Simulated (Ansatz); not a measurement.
## SiC: equation of state with BLYP+D4

The system is SiC.

```
CELL_PARAMETERS angstrom
3.07569 0.00000 0.00000
-1.53785 2.66363 0.00000
0.00000 0.00000 10.07065
ATOMIC_POSITIONS crystal
Si 0.00000 0.00000 0.18789
Si 0.00000 0.00000 0.68789
Si 0.33333 0.66667 0.43784
Si 0.66667 0.33333 0.93784
C 0.00000 0.00000 0.00046
C 0.00000 0.00000 0.50046
C 0.33333 0.66667 0.24980
C 0.66667 0.33333 0.74980
```

The cell is a database's computed one.

```json
{"Program": "Ansatz 0.2.0", "Task": "equation of state", "Functional": "BLYP", "Dispersion": "D4", "Potentials or basis": "Ansatz PAW", "Cutoff": "420 eV", "Density cutoff": "1680 eV", "k mesh": "10 × 10 × 3", "Occupations": "fermi-dirac, width 0.05 eV", "Spin": "no spin polarisation"}
```

| Item | Value |
| --- | --- |
| Equilibrium volume | 10.30 Å³/atom |
| Bulk modulus at fixed shape and positions | 212 GPa |
| Pressure derivative of the bulk modulus | 4.2 |

Energy against volume, from the lowest point:
```csv
volume (Å³/atom),energy (meV/atom)
9.694,26.10
9.900,10.95
10.107,2.45
10.313,0.00
10.519,3.00
10.726,10.92
10.932,23.22
```

All runs of the series together: 25 s on 2 threads of Arm Neoverse V1, with other jobs on the host.

Caveat: the potentials were made for another functional, which shifts forces and pressure; the cell was scaled at fixed shape and fractional positions, which overstates the stiffness of a crystal with free parameters, most of all of layers and chains.
